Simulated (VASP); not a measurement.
**TiTe2 under changes of volume**

One of the cells (24.613 Å³/atom); the others are scaled copies at fixed shape and fractional positions:

```
Te Ti
1.0
     3.67766    0.00000    0.00000
    -1.83883    3.18494    0.00000
     0.00000    0.00000    6.30402
Te Ti
2 1
Direct
  0.33333 0.66667 0.72991
  0.66667 0.33333 0.27009
  0.00000 0.00000 0.00000
```

| Item | Value |
| --- | --- |
| Program | VASP 6.6.1 |
| Functional | LDA |
| Potentials or basis | VASP PAW LDA potentials, release 64 (Te, Ti_sv) |
| Cutoff | 520 eV |
| k mesh | 8 × 8 × 4 |
| Occupations | fermi-dirac, width 0.05 eV |
| Spin | no spin polarisation |

```csv
volume (Å³/atom),energy over the lowest point (meV/atom),pressure (GPa),largest force (eV/Å)
23.629,9.75,3.2,0.358
24.121,2.27,1.4,0.169
24.613,0.00,-0.2,0.007
25.106,?,?,?
25.598,9.11,-2.8,0.328
```

Question: What does the run at 25.106 Å³/atom give?

Answer: Energy over the lowest point 2.43 meV/atom; pressure -1.7 GPa; largest force 0.172 eV/Å.

Worked out: A Birch-Murnaghan fit of order 2 (a polynomial in V^(-2/3)) to the other rows has its minimum at 24.60 Å³/atom with B0 = V·E''(V) = 77 GPa at fixed shape and positions, which overstates the stiffness. It gives 2.43 meV/atom at 25.106 Å³/atom, against the run's 2.43, and -dE/dV = -1.5 GPa, against -1.7.

Energies are extrapolated to zero smearing.
